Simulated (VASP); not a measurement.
# What goes wrong when the modes of SiO2 (Cristobalite) are computed with a bad input, part 3 of 3

Some phonon runs on SiO2 (Cristobalite) get a fault in the input on purpose. Which of them show, and how? The starting structure is a measured crystal structure from the Crystallography Open Database.

VASP 6.6.1.

Results so far: reference E (7) 1193.2 cm⁻¹; a structure that was not relaxed E (7) 1221.5 cm⁻¹.

**4. Modes with one-sided displacements**

Level of this step: LDA; plane waves and PAW (Si, O) (VASP).

A slip made on purpose: one-sided displacements. Against step 2 the input has NFREE = 1 (also changed: NELM).

INCAR

```
SYSTEM = SiO2
PREC = Accurate
ENCUT = 520
EDIFF = 1E-08
NELM = 60
ISMEAR = 0
SIGMA = 0.03
LREAL = .FALSE.
ALGO = Normal
GGA = CA
NBANDS = 44
LORBIT = 11
LWAVE = .FALSE.
LCHARG = .FALSE.
KPAR = 8
IBRION = 6
NFREE = 1
POTIM = 0.015
NSW = 1
ISIF = 2
```

POSCAR

```
SiO2
1.0
    4.9592103833      0.0000000000      0.0000000000
    0.0000000000      4.9592103833      0.0000000000
    0.0000000000      0.0000000000      6.8896484875
Si O
4 8
Direct
    0.8036586020      0.1963413980      0.7500000000
    0.6963413980      0.6963413980      0.5000000000
    0.1963413980      0.8036586020      0.2500000000
    0.3036586020      0.3036586020      0.0000000000
    0.1114163521      0.2377239944      0.8176991839
    0.2622760056      0.6114163521      0.0676991839
    0.8885836479      0.7622760056      0.3176991839
    0.7377239944      0.3885836479      0.5676991839
    0.6114163521      0.2622760056      0.9323008161
    0.7622760056      0.8885836479      0.6823008161
    0.3885836479      0.7377239944      0.4323008161
    0.2377239944      0.1114163521      0.1823008161
```

KPOINTS

```
Automatic mesh
0
Gamma
4 4 4
0 0 0
```

The projector-augmented-wave data sets are Si and O (LDA family, release 64).

Started as:

```
> mpirun -np 16 vasp_std
```

Log:

```text
[... set-up lines as in an earlier step ...]
 entering main loop
       N       E                     dE             d eps       ncg     rms          rms(c)
[... 16 cycles as in an earlier step ...]
   1 F= -.10374831E+03 E0= -.10374831E+03  d E =-.710676E-18
[...]
2 F= -.10374311E+03 E0= -.10374311E+03  d E =-.139736E-18
[...]
3 F= -.10374263E+03 E0= -.10374263E+03  d E =-.832401E-18
[...]
4 F= -.10374363E+03 E0= -.10374363E+03  d E =-.901083E-18
[...]
5 F= -.10374755E+03 E0= -.10374755E+03  d E =-.306389E-18
[...]
6 F= -.10374532E+03 E0= -.10374532E+03  d E =-.166164E-18
 Finite differences progress:
  Degree of freedom:   5/  5
  Displacement:        1/  1
  Total:               5/  5
```

It took 2.6 min on 16 MPI ranks of AMD EPYC 7R43, shared host; peak memory 5.4 GiB; 41 min of CPU time.

Parts of OUTCAR (step 4):

```text
  Total       -0.0016194      0.0108308      0.3768381      0.0365977      0.0818525      0.1702821
  in kB       -0.0153121      0.1024114      3.5632251      0.3460530      0.7739634      1.6101169
  external PRESSURE =       1.2167748 kB  Pullay stress =       0.0000000 kB

 POSITION                                       TOTAL-FORCE (eV/Angst)
 -----------------------------------------------------------------------------------
      3.98551      0.97370      5.16724         0.091340      0.013765      0.088995
      3.45330      3.45330      3.44482        -0.005015      0.012595     -0.028015
      0.97370      3.98551      1.72241         0.008498      0.017654     -0.034023
      1.50591      1.50591      0.00000         0.168024      0.059090      0.265603
      0.55254      1.17892      5.64866        -0.346805     -0.093987     -0.402531
      1.30068      3.03214      0.46642         0.009572      0.024314      0.022326
      4.40667      3.78029      2.18884        -0.009562     -0.003798      0.014210
      3.65853      1.92707      3.91125         0.030225     -0.019762      0.022185
      3.03214      1.30068      6.42322         0.010860      0.000161     -0.017476
      3.78029      4.40667      4.70081         0.021111      0.016070      0.005518
      1.92707      3.65853      2.97840         0.008952     -0.006953      0.018775
      1.17892      0.55254      1.25599         0.012799     -0.019150      0.044433
 -----------------------------------------------------------------------------------
    total drift:                               -0.000042      0.000068      0.000913

  FREE ENERGIE OF THE ION-ELECTRON SYSTEM (eV)
  ---------------------------------------------------
  free  energy   TOTEN  =      -103.7453169724 eV

  energy  without entropy=     -103.7453169724  energy(sigma->0) =     -103.74531697

[... 2 parts as in an earlier step ...]

[... 1 further part left out ...]
[key lines of the parts left out:]
E-fermi :   0.1520
```

Three frequencies should lie near zero, those of the translations, and here fewer than three do (the smallest in size are -7.5, -17.9 and -17.9 cm⁻¹), so no mode of this run is used. As printed, the frequencies run from -17.9 to 1193.4 cm⁻¹, imaginary ones as negative numbers.

**5. Modes with a k mesh far too coarse**

A slip made on purpose: a k mesh far too coarse. Against step 2 the input has a 1×1×1 mesh (also changed: NELM and KPAR).

Edit INCAR of step 4 so:

```diff
@@ -14,5 +14,4 @@
 LCHARG = .FALSE.
-KPAR = 8
 IBRION = 6
-NFREE = 1
+NFREE = 2
 POTIM = 0.015
```

POSCAR is that of step 4.

KPOINTS

```
Automatic mesh
0
Gamma
1 1 1
0 0 0
```

Started as:

```
> mpirun -np 16 vasp_std
```

Log:

```text
[banner, memory and clock lines left out]
running   16 mpi-ranks, on    1 nodes
[...]
[... a notice as in an earlier step ...]

 LDA part: xc-table for (Slater(with rela. corr.)+CA(PZ))
 , standard interpolation
|                                                                             |
|           W    W    AA    RRRRR   N    N  II  N    N   GGGG   !!!           |
|           W    W   A  A   R    R  NN   N  II  NN   N  G    G  !!!           |
|           W    W  A    A  R    R  N N  N  II  N N  N  G       !!!           |
|           W WW W  AAAAAA  RRRRR   N  N N  II  N  N N  G  GGG   !            |
|           WW  WW  A    A  R   R   N   NN  II  N   NN  G    G                |
|           W    W  A    A  R    R  N    N  II  N    N   GGGG   !!!           |
|                                                                             |
|     The number of bands has been changed from the values supplied in        |
|     The orbitals not found in the WAVECAR file will be initialized with     |
[...]
DAV:   3    -0.116246422448E+03   -0.22220E+02   -0.22150E+02   128   0.660E+01
DAV:   4    -0.116458658106E+03   -0.21224E+00   -0.21222E+00   112   0.749E+00
[...]
DAV:  13    -0.102182210803E+03   -0.17452E-05   -0.17677E-06   128   0.512E-03    0.562E-03
DAV:  14    -0.102182210903E+03   -0.99326E-07   -0.85431E-08   112   0.128E-03    0.173E-03
DAV:  15    -0.102182210897E+03    0.57262E-08   -0.53650E-08   128   0.989E-04
   1 F= -.10218221E+03 E0= -.10218221E+03  d E =-.904722E-15
[... from here on, the cycles between the ionic steps are left out ...]
   2 F= -.10218172E+03 E0= -.10218172E+03  d E =-.579628E-14
   3 F= -.10217240E+03 E0= -.10217240E+03  d E =-.577926E-15
   4 F= -.10217668E+03 E0= -.10217668E+03  d E =-.552329E-13
   5 F= -.10217668E+03 E0= -.10217668E+03  d E =-.199041E-15
   6 F= -.10217200E+03 E0= -.10217200E+03  d E =-.128264E-12
   7 F= -.10218282E+03 E0= -.10218282E+03  d E =-.182404E-16
   8 F= -.10217933E+03 E0= -.10217933E+03  d E =-.307435E-13
   9 F= -.10218381E+03 E0= -.10218381E+03  d E =-.262747E-16
  10 F= -.10216609E+03 E0= -.10216609E+03  d E =-.872545E-13
  11 F= -.10219250E+03 E0= -.10219250E+03  d E =-.710460E-16
 Finite differences progress:
  Degree of freedom:   5/  5
  Displacement:        2/  2
  Total:              10/ 10
```

The job ended after 16 s (16 MPI ranks; peak memory 2.1 GiB).

Parts of OUTCAR (step 5):

```text
  Total       -0.0090724      0.0324273      1.8909291     -0.0324152     -0.0732179     -0.1557864
  in kB       -0.0857845      0.3066191     17.8798431     -0.3065044     -0.6923182     -1.4730515
  external PRESSURE =       6.0335592 kB  Pullay stress =       0.0000000 kB

 POSITION                                       TOTAL-FORCE (eV/Angst)
 -----------------------------------------------------------------------------------
      3.98551      0.97370      5.16724         0.230527     -0.331289     -0.089884
      3.45330      3.45330      3.44482        -0.312726     -0.329325      0.027004
      0.97370      3.98551      1.72241        -0.325446      0.300465      0.033654
      1.50591      1.50591      0.00000         0.158989      0.267601     -0.234848
      0.55254      1.17892      5.61866        -0.040310     -0.061841     -0.496630
      1.30068      3.03214      0.46642         0.139147     -0.388478     -0.899661
      4.40667      3.78029      2.18884         0.374139      0.152989     -0.891583
      3.65853      1.92707      3.91125        -0.179722      0.384440     -0.899853
      3.03214      1.30068      6.42322        -0.366402      0.144365      0.883809
      3.78029      4.40667      4.70081         0.127931      0.348388      0.873066
      1.92707      3.65853      2.97840         0.355577     -0.141941      0.858677
      1.17892      0.55254      1.25599        -0.161705     -0.345373      0.836248
 -----------------------------------------------------------------------------------
    total drift:                                0.000017     -0.000090      0.000402

  FREE ENERGIE OF THE ION-ELECTRON SYSTEM (eV)
  ---------------------------------------------------
  free  energy   TOTEN  =      -102.1925025366 eV

  energy  without entropy=     -102.1925025366  energy(sigma->0) =     -102.19250254

[... 1 part as in an earlier step ...]

[... 2 further parts left out ...]
[key lines of the parts left out:]
E-fermi :   0.2560
```

With a k mesh far too coarse the compared modes are at the top E (7) 1178.8, B2 (3) 1115.9 cm⁻¹, at the bottom B1 (2) 125.6, B1 (1) -191.0 cm⁻¹, with 17 more of the listed ones between; B1 (1), real with the reference, turns imaginary. Imaginary, given as negative numbers: B1 (1).

**6. Modes with a cutoff far too low**

A slip made on purpose: a cutoff far too low. Against step 2 the input has ENCUT = 220 (also changed: NELM).

Edit INCAR of step 5 so:

```diff
@@ -2,3 +2,3 @@
 PREC = Accurate
-ENCUT = 520
+ENCUT = 220
 EDIFF = 1E-08
@@ -14,2 +14,3 @@
 LCHARG = .FALSE.
+KPAR = 8
 IBRION = 6
```

POSCAR is that of step 5.

KPOINTS

```
Automatic mesh
0
Gamma
4 4 4
0 0 0
```

Started as:

```
> mpirun -np 16 vasp_std
```

Log:

```text
[... set-up lines as in an earlier step ...]
 entering main loop
       N       E                     dE             d eps       ncg     rms          rms(c)
DAV:   1     0.211934895429E+03    0.21193E+03   -0.21096E+04  1704   0.677E+02
DAV:   2    -0.965743953305E+02   -0.30851E+03   -0.30193E+03  2008   0.231E+02
DAV:   3    -0.110822041200E+03   -0.14248E+02   -0.14196E+02  1968   0.530E+01
DAV:   4    -0.110960699206E+03   -0.13866E+00   -0.13846E+00  1940   0.542E+00
[...]
DAV:  13    -0.104937736059E+03    0.43853E-06   -0.20893E-06  1912   0.671E-03    0.546E-03
DAV:  14    -0.104937736070E+03   -0.11465E-07   -0.95472E-08  1864   0.124E-03    0.578E-04
DAV:  15    -0.104937736072E+03   -0.18827E-08   -0.15532E-09  1236   0.191E-04
   1 F= -.10493774E+03 E0= -.10493774E+03  d E =-.957006E-22
[... from here on, the cycles between the ionic steps are left out ...]
   2 F= -.10493149E+03 E0= -.10493149E+03  d E =-.288772E-22
   3 F= -.10493358E+03 E0= -.10493358E+03  d E =-.787505E-22
   4 F= -.10493197E+03 E0= -.10493197E+03  d E =-.167046E-21
   5 F= -.10493197E+03 E0= -.10493197E+03  d E =-.167764E-21
   6 F= -.10493922E+03 E0= -.10493922E+03  d E =-.849294E-22
   7 F= -.10492659E+03 E0= -.10492659E+03  d E =-.517043E-22
   8 F= -.10493578E+03 E0= -.10493578E+03  d E =-.543805E-22
   9 F= -.10493843E+03 E0= -.10493843E+03  d E =-.867598E-22
  10 F= -.10492512E+03 E0= -.10492512E+03  d E =-.207685E-22
  11 F= -.10494434E+03 E0= -.10494434E+03  d E =-.106847E-21
 Finite differences progress:
  Degree of freedom:   5/  5
  Displacement:        2/  2
  Total:              10/ 10
```

The job ended after 77 s (16 MPI ranks; peak memory 2.9 GiB; 20 min of CPU time).

From OUTCAR (step 6):

```text
  Total     -122.7787001   -122.8138746   -121.4429962     -0.0291514     -0.0719579     -0.1696979
  in kB    -1160.9445674  -1161.2771623  -1148.3147037     -0.2756439     -0.6804042     -1.6045927
  external PRESSURE =   -1156.8454778 kB  Pullay stress =       0.0000000 kB

 POSITION                                       TOTAL-FORCE (eV/Angst)
 -----------------------------------------------------------------------------------
      3.98551      0.97370      5.16724        -0.166498      0.047819     -0.082366
      3.45330      3.45330      3.44482         0.067866      0.050310      0.027815
      0.97370      3.98551      1.72241         0.053552     -0.081421      0.032908
      1.50591      1.50591      0.00000        -0.227889     -0.121879     -0.260477
      0.55254      1.17892      5.61866         0.776650      0.005417     -0.243840
      1.30068      3.03214      0.46642         0.078402      0.393721     -0.661339
      4.40667      3.78029      2.18884        -0.408858      0.091991     -0.651271
      3.65853      1.92707      3.91125        -0.118748     -0.397314     -0.660912
      3.03214      1.30068      6.42322         0.408410      0.088596      0.656401
      3.78029      4.40667      4.70081         0.067076     -0.434450      0.632126
      1.92707      3.65853      2.97840        -0.427800     -0.080651      0.619629
      1.17892      0.55254      1.25599        -0.102163      0.437860      0.591325
 -----------------------------------------------------------------------------------
    total drift:                                0.000759      0.000360     -0.000362

  FREE ENERGIE OF THE ION-ELECTRON SYSTEM (eV)
  ---------------------------------------------------
  free  energy   TOTEN  =      -104.9443355678 eV

  energy  without entropy=     -104.9443355678  energy(sigma->0) =     -104.94433557

[... 1 part as in an earlier step ...]

[... 2 further parts left out ...]
[key lines of the parts left out:]
E-fermi :   0.1468
```

With a cutoff far too low the compared modes are at the top E (7) 1210.9, B2 (3) 1138.3 cm⁻¹, at the bottom B1 (2) 52.0, B1 (1) -137.6 cm⁻¹, with 17 more of the listed ones between; B1 (1), real with the reference, turns imaginary. Imaginary, given as negative numbers: B1 (1).

**7. The runs compared**

| run | ended | E (7) | B2 (3) | A2 (3) | A1 (4) | A1 (1) | E (1) | B1 (2) | B1 (1) | imaginary modes, each partner counted | core minutes |
| --- | --- | --- | --- | --- | --- | --- | --- | --- | --- | --- | --- |
| reference | converged | 1193.2 | 1124.2 | 1093.1 | 1085.1 | 224.9 | 145.9 | 113.0 | 43.9 | 0 | 93.4 |
| a structure that was not relaxed | converged | 1221.5 | 1152.2 | 1122.8 | 1115.1 | 218.2 | 122.9 | 98.2 | -62.1 | 1 | 72.3 |
| one-sided displacements | finished, not usable | - | - | - | - | - | - | - | - | - | 41.3 |
| a k mesh far too coarse | converged | 1178.8 | 1115.9 | 1072.5 | 1084.2 | 221.0 | 155.7 | 125.6 | -191.0 | 1 | 4.32 |
| a cutoff far too low | converged | 1210.9 | 1138.3 | 1113.5 | 1112.8 | 214.4 | 66.9 | 52.0 | -137.6 | 1 | 20.5 |

Modes are in cm⁻¹, degenerate ones as one, matched between runs by symmetry and order. A number in brackets counts the listed modes of one symmetry from the lowest. The symmetry labels come from an automatic analysis and can be wrong where levels nearly coincide. Levels within 1 cm⁻¹ of another in the first run are left out, since their labels are uncertain. Between the highest four and the lowest four, 13 more are left out. Core minutes are wall time times ranks of the run shown, on a shared host.

**8. Summary of results**

```
E (7), reference                         : 1193.2 cm⁻¹
B1 (1), reference                        : 43.9 cm⁻¹
E (7), a structure that was not relaxed  : 1221.5 cm⁻¹
B1 (1), a structure that was not relaxed : -62.1 cm⁻¹
E (7), a k mesh far too coarse           : 1178.8 cm⁻¹
B1 (1), a k mesh far too coarse          : -191.0 cm⁻¹
E (7), a cutoff far too low              : 1210.9 cm⁻¹
B1 (1), a cutoff far too low             : -137.6 cm⁻¹
run with one-sided displacements         : finished, not usable
```

**Reading.** Finished, but so rough that the translations don't all come out near zero: one-sided displacements. Finished, but with signs in the output that stand out against the reference: a structure that was not relaxed, with B1 (1) turned imaginary (signs: a pressure of 2.0 GPa on the undisplaced cell, forces of up to 0.23 eV/Å on the undisplaced atoms and imaginary modes); a k mesh far too coarse, with B1 (1) turned imaginary (signs: a pressure of 0.7 GPa on the undisplaced cell, forces of up to 0.96 eV/Å on the undisplaced atoms and imaginary modes); a cutoff far too low, with B1 (1) turned imaginary (signs: a pressure of -115.6 GPa on the undisplaced cell, forces of up to 0.77 eV/Å on the undisplaced atoms and imaginary modes). The frequencies are harmonic, and the splitting of polar modes by their long-range field is left out. Further runs on this material are not shown.

[Lines on the potential files, build, host, timing and source positions are cut from VASP's logs without a mark.]

[Logs are printed without paths, hosts, clocks, repeated set-up lines and the standing remarks that a program may print on its own settings, such as how far it seeks lower states.]

[Hosts, paths, dates, database ids (printed as entryN), source tags and the programs' standing remarks are cut or masked in the printed files.]
